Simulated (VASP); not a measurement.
# HfC (Fm-3m) in VASP: notebook

The runs below take HfC through single point, relaxation of cell and atoms, with LDA, r2SCAN.

Program: VASP 6.6.1. These are calculated values, not measurements. Logs are shortened: lines on timing, memory, paths and dates and some standing lists are left out, and cuts for length are marked.

### 1 The crystal as given

Symmetry: Fm-3m, No. 225, cubic system. Conventional cell: a = 4.650 Å, b = 4.650 Å, c = 4.650 Å, α = 90.00°, β = 90.00°, γ = 90.00°. Around Hf (site symmetry m-3m) lie 6 C at 2.33 Å. Around C (site symmetry m-3m) lie 6 Hf at 2.33 Å.

### 2 Single point, LDA

The input, INCAR:

```
PREC = Accurate
ENCUT = 550
EDIFF = 1E-7
ISMEAR = -1
SIGMA = 0.15
LREAL = Auto
LASPH = T
NELM = 100
ALGO = Normal
ISIF = 2
LWAVE = F
LCHARG = F
ADDGRID = F
```

The input, KPOINTS:

```
Automatic mesh
0
Gamma
  15 15 15
```

The input, POSCAR:

```
HfC
1.0
    0.0000000000      2.3250000000      2.3250000000
    2.3250000000      0.0000000000      2.3250000000
    2.3250000000      2.3250000000      0.0000000000
Hf C
1 1
Direct
    0.5000000000      0.5000000000      0.5000000000
    0.0000000000      0.0000000000      0.0000000000
```

Potentials or basis: VASP PAW LDA potentials, release 64 (Hf, C).

Run with:

```bash
$ cat potpaw_LDA.64/Hf/POTCAR potpaw_LDA.64/C/POTCAR > POTCAR
$ mpirun -np 1 vasp_std > vasp.out
```

OUTCAR:

```text
PREC = Accurate
   ENCUT = 550
   EDIFF = 1E-7
   ISMEAR = -1
   LREAL = Auto
   LASPH = T
   NELM = 100
   ISIF = 2

 Found    120 irreducible k-points:

 Following reciprocal coordinates:
            Coordinates               Weight
  0.000000  0.000000  0.000000      1.000000
  0.066667  0.000000  0.000000      8.000000
  0.133333  0.000000  0.000000      8.000000
  0.200000  0.000000  0.000000      8.000000
  0.266667  0.000000  0.000000      8.000000
  0.333333  0.000000  0.000000      8.000000
   k-points           NKPTS =    120   k-points in BZ     NKDIM =    120   number of bands    NBANDS=      8
   number of dos      NEDOS =    301   number of ions     NIONS =      2
   total plane-waves  NPLWV =  21952
   dimension x,y,z NGX =    28 NGY =   28 NGZ =   28
   dimension x,y,z NGXF=    56 NGYF=   56 NGZF=   56
   ions per type =               1   1
   NGX,Y,Z   is equivalent  to a cutoff of  14.16, 14.16, 14.16 a.u.
   NGXF,Y,Z  is equivalent  to a cutoff of  28.31, 28.31, 28.31 a.u.
 SYSTEM =  unknown system
   PREC   = accura    normal or accurate (medium, high low for compatibility)
   ISTART =      0    job   : 0-new  1-cont  2-samecut
   ICHARG =      2    charge: 1-file 2-atom 10-const
   ISPIN  =      1    spin polarized calculation?
   LNONCOLLINEAR =      F non collinear calculations
   LSORBIT =      F    spin-orbit coupling
   LASPH  =      T    aspherical Exc in radial PAW
   ENCUT  =  550.0 eV  40.42 Ry    6.36 a.u.   6.29  6.29  6.29*2*pi/ulx,y,z
   NELM   =    100;   NELMIN=  2; NELMDL= -5     # of ELM steps
   EDIFF  = 0.1E-06   stopping-criterion for ELM
   LREAL  =      T    real-space projection
   EDIFFG = 0.1E-05   stopping-criterion for IOM
   NSW    =      0    number of steps for IOM
   IBRION =     -1    ionic relax: 0-MD 1-quasi-New 2-CG
   NFREE  =      0    steps in history (QN), initial steepest desc. (CG)
   ISIF   =      2    stress and relaxation
   ISYM   =      2    0-nonsym 1-usesym 2-fastsym
   POTIM  = 0.5000    time-step for ionic-motion
   TEBEG  =    0.0;   TEEND  =   0.0 temperature during run
   PSTRESS=    0.0 pullay stress
   NELECT =       8.0000    total number of electrons
   NUPDOWN=      -1.0000    fix difference up-down
   EMIN   =  10.00;   EMAX   =-10.00  energy-range for DOS
   EFERMI =   0.00;   METHOD = LEGACY
   ISMEAR =    -1;   SIGMA  =   0.15  broadening in eV -4-tet -1-fermi 0-gaus
   EFERMI_NEDOS =   21; number of points for ismear=-14 and -15
   IALGO  =     38    algorithm
   IMIX   =      4    mixing-type and parameters
     AMIX     =   0.40;   BMIX     =  1.00
     AMIX_MAG =   1.60;   BMIX_MAG =  1.00
  volume/ion in A,a.u.               =      12.57        84.81
  Fermi-wavevector in a.u.,A,eV,Ry     =   1.117734  2.112211 16.998163  1.249330
  Thomas-Fermi vector in A             =   2.254359
   LORBIT       =      0    0 simple, 1 ext, 2 COOP (PROOUT), +10 PAW based schemes
   GGA     = CA    functional components
   LHFCALC =     F    Hartree Fock is set to
   AEXX    =    0.0000 exact exchange contribution
   IVDW    =     0    specifies the selected vdW correction
   LEPSILON=     F    determine dielectric tensor
   LRPA    =     F    only Hartree local field effects (RPA)
 non-spin polarized calculation
  energy-cutoff  :      550.00
  volume of cell :       25.14
 maximum number of plane-waves:       751
 NGX is ok and might be reduce to    28
   NGX = 13   NGY = 13   NGZ = 13

 number of electron       8.0000000 magnetization

 Free energy of the ion-electron system (eV)
  ---------------------------------------------------
  ext. energy  EPLUGINS =         0.00000000
  ---------------------------------------------------
  free energy    TOTEN  =       -22.93694169 eV

  energy without entropy =      -22.91373923  energy(sigma->0) =      -22.92534046

 E-fermi :   6.2111     XC(G=0): -12.1985

 val. band max:        6.2107168287   @ k =   0.3333   0.2667   0.0000
 cond. band min:       6.2304772389   @ k =   0.4667   0.4000   0.0000
 fundamental gap:      0.0197604102
 Fermi energy:         6.2111137480

 k-point     1 :       0.0000    0.0000    0.0000
  band No.  band energies     occupation
      1      -5.9185      2.00000
      2       7.2397      0.00210
      3       7.2397      0.00210
      4       7.2397      0.00210
      5       7.5243      0.00032
      6       7.5243      0.00032
      7       7.5243      0.00032
      8       9.5436      0.00000

 k-point     2 :       0.0667    0.0000    0.0000
  band No.  band energies     occupation
      1      -5.8124      2.00000
      2       6.4009      0.44020
      3       6.6572      0.09725
      4       6.6572      0.09725
      5       7.7732      0.00006
      6       7.7732      0.00006
      7       8.0908      0.00001
      8      10.1083      0.00000

 k-point     3 :       0.1333    0.0000    0.0000
  band No.  band energies     occupation
      1      -5.5018      2.00000
      2       5.2716      1.99620
      3       5.7976      1.88061
      4       5.7976      1.88061
      5       8.1413      0.00001
      6       8.1413      0.00001
      7       8.5330      0.00000
      8      11.2807      0.00000

 k-point     4 :       0.2000    0.0000    0.0000
  band No.  band energies     occupation
      1      -5.0098      2.00000
      2       4.0893      2.00000
      3       4.9904      1.99942
      4       4.9904      1.99942
      5       8.6745      0.00000
      6       8.6745      0.00000
      7       8.8846      0.00000
      8      12.6444      0.00000

 k-point     5 :       0.2667    0.0000    0.0000
  band No.  band energies     occupation
      1      -4.3735      2.00000
      2       2.9327      2.00000
      3       4.3119      1.99999
      4       4.3119      1.99999
      5       9.3008      0.00000
      6       9.3609      0.00000
      7       9.3609      0.00000
      8      14.0553      0.00000

 k-point     6 :       0.3333    0.0000    0.0000
  band No.  band energies     occupation
      1      -3.6432      2.00000
      2       1.8491      2.00000
      3       3.7895      2.00000
      4       3.7895      2.00000
      5       9.8837      0.00000
      6      10.1376      0.00000
      7      10.1376      0.00000
      8      15.2242      0.00000

 [... further k-points ...]

------------------------ aborting loop because EDIFF is reached ----------------------------------------

  FORCE on cell =-STRESS in cart. coord.  units (eV):
  Direction    XX          YY          ZZ          XY          YZ          ZX
  --------------------------------------------------------------------------------------
  -------------------------------------------------------------------------------------
  Total       -1.8354978     -1.8354978     -1.8354978     -0.0000000     -0.0000000     -0.0000000
  in kB     -116.9945397   -116.9945397   -116.9945397     -0.0000000     -0.0000000     -0.0000000
  external PRESSURE =    -116.9945397 kB  Pullay stress =       0.0000000 kB

 VOLUME and BASIS-vectors are now :
 -----------------------------------------------------------------------------
  energy-cutoff  :      550.00
  volume of cell :       25.14
      direct lattice vectors                 reciprocal lattice vectors
     0.000000000  2.325000000  2.325000000    -0.215053763  0.215053763  0.215053763
     2.325000000  0.000000000  2.325000000     0.215053763 -0.215053763  0.215053763
     2.325000000  2.325000000  0.000000000     0.215053763  0.215053763 -0.215053763

 POSITION                                       TOTAL-FORCE (eV/Angst)
 -----------------------------------------------------------------------------------
      2.32500      2.32500      2.32500        -0.000000     -0.000000     -0.000000
      0.00000      0.00000      0.00000         0.000000      0.000000      0.000000
 -----------------------------------------------------------------------------------
    total drift:                               -0.000000      0.000000      0.000000

  FREE ENERGIE OF THE ION-ELECTRON SYSTEM (eV)
  ---------------------------------------------------
  free  energy   TOTEN  =       -22.9369416895 eV

  energy  without entropy=      -22.9137392270  energy(sigma->0) =      -22.92534046
```

Run time: 1.8 min. Hardware: 1 thread of AMD EPYC, shared host; peak memory 0.12 GiB.

These settings aren't checked as converged: the numbers below hold their error.

What came out:

| Item | Value |
| --- | --- |
| Free energy | -22.9369 eV |
| Pressure | -11.7 GPa |
| Band gap on the k mesh | none (metal or under the smearing width) |

### 3 Single point, LDA

INCAR, as its differences from that of step 2:

```diff
@@ -2,6 +2,6 @@
 ENCUT = 550
-EDIFF = 1E-7
+EDIFF = 1E-5
 ISMEAR = -1
 SIGMA = 0.15
-LREAL = Auto
+LREAL = F
 LASPH = T
```

KPOINTS is that of step 2.

POSCAR is that of step 2.

Potentials or basis: VASP PAW LDA potentials, release 64 (Hf, C).

Run with:

```bash
$ cat potpaw_LDA.64/Hf/POTCAR potpaw_LDA.64/C/POTCAR > POTCAR
$ mpirun -np 1 vasp_std > vasp.out
```

Run time: 46 s. Hardware: 1 thread of AMD EPYC, shared host; peak memory 0.14 GiB.

These settings aren't checked as converged: the numbers below hold their error.

What came out:

* Free energy: -22.9361 eV
* Pressure: -11.7 GPa
* Band gap on the k mesh: none (metal or under the smearing width)

### 4 Relaxation of cell and atoms, r2SCAN

The input, INCAR:

```
SYSTEM = HfC
PREC = Accurate
ENCUT = 600
EDIFF = 1E-6
ISMEAR = -1
SIGMA = 0.05
LREAL = .FALSE.
LASPH = .TRUE.
NELM = 60
ALGO = Normal
ISIF = 3
LWAVE = .FALSE.
LCHARG = .FALSE.
METAGGA = R2SCAN
LMIXTAU = .TRUE.
IBRION = 2
NSW = 40
EDIFFG = -0.01
```

The input, KPOINTS:

```
Automatic mesh
0
G
  8 8 8
  0 0 0
```

POSCAR is that of step 3.

Potentials or basis: VASP PAW PBE potentials, release 64 (Hf_pv, C).

Run with:

```bash
$ cat potpaw_PBE.64/Hf_pv/POTCAR potpaw_PBE.64/C/POTCAR > POTCAR
$ mpirun -np 1 vasp_std > vasp.out
```

It took 2.5 min on 1 thread of AMD EPYC 7R13 (Zen 3), shared host; peak memory 0.15 GiB.

Results (log left out):

```
Free energy                            : -57.3411 eV
Relaxed volume                         : 12.44 Å³/atom
Relaxed cell                           : a = 3.277 Å, b = 3.277 Å, c = 3.277 Å, α = 60.00°, β = 60.00°, γ = 60.00°
Space group after relaxing (to 0.05 Å) : Fm-3m (No. 225)
Energy gained by relaxing              : 1.1 meV/atom
Ionic steps                            : 3
Pressure after relaxing                : -0.1 GPa
Band gap on the k mesh                 : none (metal or under the smearing width)
```

The path:
| step | energy change (eV) | largest force (eV/Å) | pressure (GPa) | volume (Å³) |
| --- | --- | --- | --- | --- |
| 1 | 0.0000 | 0.0000 | -2.67 | 25.14 |
| 2 | 0.0056 | 0.0000 | 5.16 | 24.38 |
| 3 | -0.0022 | 0.0000 | -0.08 | 24.87 |

Final structure:
```
Hf C
1.0
     0.00000    2.31686    2.31686
     2.31686    0.00000    2.31686
     2.31686    2.31686    0.00000
Hf C
1 1
Cartesian
  2.3169 2.3169 2.3169
  0.0000 0.0000 0.0000
```

Levels at points of the mesh, in eV from the Fermi level:
| k point | band 3 | band 4 | band 5 | band 6 | band 7 | band 8 | band 9 | band 10 | band 11 |
| --- | --- | --- | --- | --- | --- | --- | --- | --- | --- |
| (0.00, 0.00, 0.00) | -30.60 | -12.99 | 1.11 | 1.11 | 1.11 | 1.74 | 1.74 | 1.74 | 3.68 |
| (0.50, 0.00, 0.00) | -30.66 | -9.19 | -6.26 | -3.08 | -3.08 | 5.82 | 5.82 | 6.37 | 7.14 |
| (0.50, 0.50, 0.00) | -30.84 | -11.10 | -2.70 | -1.55 | -0.06 | -0.06 | 5.63 | 7.26 | 7.26 |

Caveat: the PAW data sets were made with another functional, which shifts forces and pressure a little. The run has no spin-orbit coupling, so splittings on Hf are missing.

### 5 For comparison

An earlier run on the cell as given: functional PBE; potentials or basis VASP PAW PBE potentials, release 64 (Hf_pv, C); cutoff 520 eV; k mesh 10 × 10 × 10; occupations fermi-dirac, width 0.05 eV; no spin polarisation.

- Pressure: -0.4 GPa
- Band gap on the k mesh: none (metal or under the smearing width)
